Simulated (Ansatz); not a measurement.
Every step of a relaxation of Cu (sc type)

DFT, PBE, PAW with Ansatz's default frozen-core files, scalar-relativistic (Ansatz 0.2.0); a Γ-centred 16×16×16 k mesh, Fermi–Dirac smearing of 0.05 eV, no spin polarisation. The run relaxes cell and atoms at a target pressure of 0 GPa.

Command: `ansatz run input.yaml --threads 1 --pin off --max-ram 2048MiB --backend cpu --events-out ev --progress --plain --runs-dir out` It took 5 s on 1 thread of Intel(R) Xeon(R) 6975P-C (Granite Rapids), with other jobs on the host, peak memory 0.37 GiB.

PAW: frozen-core files, cutoff 420 eV; forces are relaxed below 0.005 eV/Å.

Each step lists its free energy a cell above the last geometry, the pressure, the cell vectors (Å), and Cartesian positions (Å) with forces (eV/Å).

The first step:

```
step 1  dF = 27.12 meV  P = 9.40 GPa
  cell 2.3457 0.0000 0.0000  0.0000 2.3457 0.0000  0.0000 0.0000 2.3457
  Cu 0.0000 0.0000 0.0000   0.0000 0.0000 0.0000
```

Where does the relaxation end, and by which steps?

After 4 geometries, with conventional a, b, c = 2.406, 2.406, 2.406 Å, at 13.921 Å³/atom (+7.86 % against the start) in space group Pm-3m, with a shortest distance of 2.406 Å. The further steps:
```
step 2  dF = 8.18 meV  P = 4.88 GPa
  cell 2.3718 0.0000 0.0000  0.0000 2.3718 0.0000  0.0000 0.0000 2.3718
  Cu 0.0000 0.0000 0.0000   0.0000 0.0000 0.0000
step 3  dF = 0.11 meV  P = 0.61 GPa
  cell 2.4013 0.0000 0.0000  0.0000 2.4013 0.0000  0.0000 0.0000 2.4013
  Cu 0.0000 0.0000 0.0000   0.0000 0.0000 0.0000
step 4  dF = 0.00 meV  P = 0.05 GPa
  cell 2.4056 0.0000 0.0000  0.0000 2.4056 0.0000  0.0000 0.0000 2.4056
  Cu 0.0000 0.0000 0.0000   0.0000 0.0000 0.0000
step 5  dF = -0.54 meV  P = 0.02 GPa  (same geometry on a basis chosen anew; earlier energies don't compare to the last digit)
  cell 2.4056 0.0000 0.0000  0.0000 2.4056 0.0000  0.0000 0.0000 2.4056
  Cu 0.0000 0.0000 0.0000   0.0000 0.0000 0.0000
```
